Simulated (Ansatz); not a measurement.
Input of an Ansatz 0.2.0 run:

input.yaml

```yaml
crystal:
  lattice:
    - [0.0, 2.877304, 2.877304]
    - [2.877304, 0.0, 2.877304]
    - [2.877304, 2.877304, 0.0]
  atoms:
    - { symbol: In, position: [0.5, 0.5, 0.5] }
    - { symbol: As, position: [0.0, 0.0, 0.0] }
hamiltonian:
  xc: pbe
  pseudopotentials: { kind: paw }
kpoints:
  mp_grid: { grid: [8, 8, 8] }
scf:
  occupations: { method: gaussian, width: 0.023 }
output:
  forces: true
  stress: true
  eigenvalues: true
```

Potentials or basis: Ansatz PAW.

Launch:

```console
$ ansatz run input.yaml --threads 2 --pin off --max-ram 5632MiB --backend cpu --events-out ev --progress --plain --runs-dir out
```

Predict the pressure.

0.0 GPa.

What does it give for the band gap on the k mesh?

None (metal or under the smearing width).
